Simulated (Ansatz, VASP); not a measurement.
**Bi: VASP beside Ansatz**

The input INCAR:

```
PREC = Accurate
ENCUT = 520
EDIFF = 1E-6
ISMEAR = 0
SIGMA = 0.1
LREAL = False
LASPH = True
NELM = 100
ALGO = Normal
ISIF = 2
LWAVE = False
LCHARG = False
GGA = PS
NBANDS = 14
```

File KPOINTS:

```
Automatic mesh
0
Gamma
  16 16 16
```

The input POSCAR:

```
Bi
1.0
   -4.1779096614      4.1779096614      1.5325775188
    4.1779096614     -4.1779096614      1.5325775188
    4.1779096614      4.1779096614     -1.5325775188
Bi
1
Direct
    0.0000000000      0.0000000000      0.0000000000
```

Input for Ansatz:

```yaml
crystal:
  lattice:
    - [-4.1779096614, 4.1779096614, 1.5325775188]
    - [4.1779096614, -4.1779096614, 1.5325775188]
    - [4.1779096614, 4.1779096614, -1.5325775188]
  atoms:
    - { symbol: Bi, position: [0.0, 0.0, 0.0] }
basis:
  ecutwfc: 420
kpoints:
  mp_grid: { grid: [16, 16, 16] }
hamiltonian:
  xc: pbesol
scf:
  occupations: { method: gaussian, width: 0.1 }
output:
  forces: true
  stress: true
  eigenvalues: true
```

Alike in both runs: task single point; functional PBEsol; k mesh 16 × 16 × 16; occupations gaussian, width 0.1 eV; no spin polarisation.

|  | VASP | Ansatz |
| --- | --- | --- |
| version | VASP 6.6.1 | Ansatz 0.2.0 |
| potentials or method | VASP PAW PBE potentials, release 64 (Bi_d) | scalar-relativistic, plane waves, PAW |
| plane-wave cutoff (eV) | 520 | 420 |
| valence electrons in the cell | 15 | 15 |

```tsv
	VASP	Ansatz	Ansatz less VASP
gap on the k mesh at the Fermi level (eV)	none	none	-
pressure (GPa)	-1.8	-1.7	+0.02
largest component of the traceless stress (GPa)	3.13	3.14	+0.002
```

A gap of «none» marks a metal or a gap that the smearing closes. With one functional, cell and mesh, what is left measures potentials, basis and numerics.

Caveats: the PAW data sets were made with another functional, which shifts forces and pressure a little (VASP); spin-orbit coupling is left out, which moves the levels of the heavy elements.
